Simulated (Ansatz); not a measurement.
Set up this calculation in Ansatz 0.2.0, as the native input.

```yaml
Task: relaxation of cell and atoms
Functional: BLYP
Dispersion: D3(BJ)
Potentials_or_basis: Ansatz PAW
Cutoff: "420 eV (not typed: the program's choice for these potentials)"
k_mesh: 11 × 11 × 11
Occupations: fermi-dirac, width 0.05 eV
Spin: no spin polarisation
```

The system is Sn.

```xyz
1
Lattice="-1.7265 1.7755 2.3383 1.7265 -1.7755 2.3383 1.7265 1.7755 -2.3383" Properties=species:S:1:pos:R:3 pbc="T T T"
Sn    0.0000    0.0000    0.0000
```

This isn't the form of Sn at room conditions, which is tetragonal (white tin).

One way to write it, as run:

input.yaml

```yaml
crystal:
  lattice:
    - [-1.726539, 1.775547, 2.338342]
    - [1.726539, -1.775547, 2.338342]
    - [1.726539, 1.775547, -2.338342]
  atoms:
    - { symbol: Sn, position: [0.0, 0.0, 0.0] }
hamiltonian:
  xc: blyp
  pseudopotentials: { kind: paw }
  dispersion: d3bj
kpoints:
  mp_grid: { grid: [11, 11, 11] }
scf:
  occupations: { method: fermi_dirac, width: 0.05 }
output:
  forces: true
  stress: true
  eigenvalues: true
relax:
  f_tol: 0.01
  max_steps: 40
  cell: { stress_tol: 0.05 }
```

Potentials or basis: Ansatz PAW.

The run is started by

```bash
$ ansatz run input.yaml --threads 2 --pin off --max-ram 5632MiB --backend cpu --events-out ev --progress --plain --runs-dir out
```

Results of the run:

```json
{"Relaxed volume": "27.64 Å³/atom", "Relaxed cell": "a = 3.377 Å, b = 3.377 Å, c = 3.377 Å, α = 118.95°, β = 118.95°, γ = 91.83°", "Space group after relaxing (to 0.05 Å)": "I4/mmm (No. 139)", "Energy gained by relaxing": "8.8 meV/atom", "Ionic steps": "6", "Pressure after relaxing": "0.0 GPa", "Band gap on the k mesh": "none (metal or under the smearing width)"}
```

Caveat: the plane-wave basis is chosen anew once the cell has moved, so the energies of steps on either side of that aren't comparable; pairwise dispersion overbinds metals, which lowers pressure and volume; the PAW data sets come from PBE, with cores solved anew for the run's functional, which leaves a small shift of forces and pressure.

It took 16 s on 2 threads of Arm Neoverse V1, with other jobs on the host, peak memory 0.36 GiB.
